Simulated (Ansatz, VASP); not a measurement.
**Hf: VASP beside Ansatz**

```
Hf
1.0
    -2.02615    2.02615    1.43249
     2.02615   -2.02615    1.43249
     2.02615    2.02615   -1.43249
Hf
1
Cartesian
  0.0000 0.0000 0.0000
```

Alike in both runs: task single point; functional PBEsol; k mesh 20 × 20 × 20; occupations gaussian, width 0.15 eV; no spin polarisation.

|  | VASP | Ansatz |
| --- | --- | --- |
| version | VASP 6.6.1 | Ansatz 0.2.0 |
| potentials or method | VASP PAW PBE potentials, release 64 (Hf_pv) | scalar-relativistic, plane waves, PAW |
| plane-wave cutoff (eV) | 520 | 420 |
| valence electrons in the cell | 10 | 26 |

Ansatz gave:

```
gap on the k mesh at the Fermi level (eV)       : none
pressure (GPa)                                  : -7.2
largest component of the traceless stress (GPa) : 10.83
```

**Question.** What did VASP give for the same quantities?

**Answer.** gap on the k mesh at the Fermi level (eV): none; pressure (GPa): -7.5; largest component of the traceless stress (GPa): 10.73.

A gap of «none» marks a metal or a gap that the smearing closes. With one functional, cell and mesh, what is left measures potentials, basis and numerics. The two sets of potentials don't hold the same shells in valence.

Caveats: the PAW data sets were made with another functional, which shifts forces and pressure a little (VASP). The runs have no spin-orbit coupling, so splittings on Hf are missing.
